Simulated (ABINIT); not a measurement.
W in ABINIT: convergence with pawecutdg

Input of the first run (pawecutdg 16 Ha); the others differ in this setting and in those tied to it:

The input run.abi:

```
pp_dirpath "./"
pseudos "W.GGA_PBE-JTH.xml"

acell 3*1.0
rprim
     0.0225312046     3.7950009158     3.8396627030
     3.8355960124     0.0209079298     3.8412859778
     3.8817733600     3.8428034279    -0.0252713075
ntypat 1
znucl 74
natom 1
typat 1
xred
    -0.0067530000    -0.0087400000     0.0141000000
chkprim 0
chksymtnons 0
tolsym 1.0e-6

ecut 16.0
pawecutdg 16.0
pawxcdev 0

kptopt 1
ngkpt 11 11 11
nshiftk 1
shiftk 0.0 0.0 0.0

ixc 11

nband 11
occopt 6
tsmear 0.00183747

nstep 100
tolvrs 1.0e-9

iomode 3
prtwf 0
prtden 0
prteig 0
prtebands 0
enunit 1
```

Potentials or basis: JTH PAW PBE v2.0.

Command:

```console
$ abinit run.abi > log 2>&1
```

The cell isn't the ideal one: cell strained at random at fixed volume.

This isn't the form of W at room conditions, which is bcc.

Hardware: 1 thread of Arm Neoverse V1, on a shared host.

Question: The values tried are 16 Ha, 19.2, 24, 28.8, 35.2, 43.2, 52.8, loosest first. From which on does the pressure stay within 0.1 GPa of the tightest run that finished?

Answer: From 28.8 on.

| pawecutdg | energy less the tightest run (meV/atom) | pressure (GPa) | SCF cycles | CPU time (s) | peak memory (GiB) |
| --- | --- | --- | --- | --- | --- |
| 16 Ha | -0.83 | -5.77 | 10 | 55 | 0.18 |
| 19.2 | -1.58 | -5.19 | 11 | 59 | 0.18 |
| 24 | 0.07 | -5.64 | 11 | 60 | 0.18 |
| 28.8 | -0.17 | -5.41 | 12 | 64 | 0.18 |
| 35.2 | -0.45 | -5.53 | 12 | 64 | 0.18 |
| 43.2 | 0.14 | -5.52 | 12 | 64 | 0.19 |
| 52.8 | 0.00 | -5.49 | 12 | 64 | 0.19 |

Against the tightest run, the energy stays within 1 meV/atom from 24 on. The tightest run that finished is the yardstick and may itself not be fully converged.

Spin-orbit coupling is left out, which matters for the levels of W.
